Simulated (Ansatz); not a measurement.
Consider the β-hydride elimination: `CC(C)OBS` → `BS` + acetone.

Gas-phase electronic energies from Ansatz, PBE0-D4/def2-TZVP geometries. CBS: MP2 limit from def2 TZ/QZ plus the TZ coupled-cluster correction, frozen cores. This one scheme is used for every species. Functionals use def2-TZVPP. B3LYP here is the variant with VWN-RPA as its local correlation; programs differ in this. One conformer a species, not always the lowest.

`CC(C)OBS`:

Cartesian coordinates in Å:
```
C 0.747 1.438 0.602
C -0.172 0.511 -0.162
C 0.068 0.545 -1.654
O 0.055 -0.826 0.298
B -0.906 -1.535 0.912
S -0.593 -3.217 1.485
H 0.603 2.471 0.276
H 0.548 1.385 1.674
H 1.790 1.164 0.431
H -1.216 0.773 0.049
H -0.097 1.552 -2.043
H 1.096 0.251 -1.880
H -0.607 -0.140 -2.171
H -2.003 -1.092 1.105
H 0.688 -3.278 1.080
```

`BS`:

```xyz
5

B    -0.308    0.325    0.368
S     0.164   -0.240   -1.236
H    -1.160    1.158    0.396
H     0.201   -0.108    1.354
H     1.103   -1.134   -0.882
```

`CC(C)=O`:

Z-matrix (Å, degrees):
```
C
C 1 1.506
H 1 1.093 2 110.6
H 1 1.094 2 109.7 3 117.5
H 1 1.088 2 110.1 3 -121.9
C 2 1.506 1 116.4 3 -53.2
O 2 1.206 1 121.8 3 126.8
H 6 1.093 2 110.6 1 -53.3
H 6 1.094 2 109.7 1 64.2
H 6 1.088 2 110.1 1 -175.2
```

```tsv
level	ΔE (kcal/mol)	difference from CCSD(T)/CBS
r2SCAN-D4	46.7	-0.6
B3LYP-D4	44.5	-2.8
ωB97X-V	46.9	-0.4
ωB97M-V	46.8	-0.5
B2PLYP	43.8	-3.5
r2SCAN	45.9	-1.4
B3LYP	40.9	-6.4
HF/def2-TZVPP	39.8	-7.5
MP2/def2-TZVPP	48.6	1.3
SCS-MP2/def2-TZVPP	45.8	-1.5
CCSD/def2-TZVPP	46.3	-1.0
CCSD(T)/def2-TZVPP	46.5	-0.8
HF/def2-QZVPP	39.7	-7.6
MP2/def2-QZVPP	49.0	1.7
HF/CBS(def2)	39.7	-7.6
CCSD/CBS(def2)	47.1	-0.2
CCSD(T)/CBS	47.3	0
```

Largest T1 diagnostic among the species: 0.015.

The D4 term adds +3.6 kcal/mol with B3LYP and +2.1 kcal/mol with PBE0; it sums over pairs of atoms, weighted by their polarisabilities, and B3LYP, whose exchange is more repulsive, gets the larger term. In def2-TZVPP, CCSD(T) changes the Hartree–Fock value by +6.7 kcal/mol (the triples alone add +0.2 kcal/mol) and MP2 by +8.8 kcal/mol.

CCSD(T)/CBS has its own doubt, a few kJ/mol and more with outer-core shells, so smaller differences from it don't rank the levels.
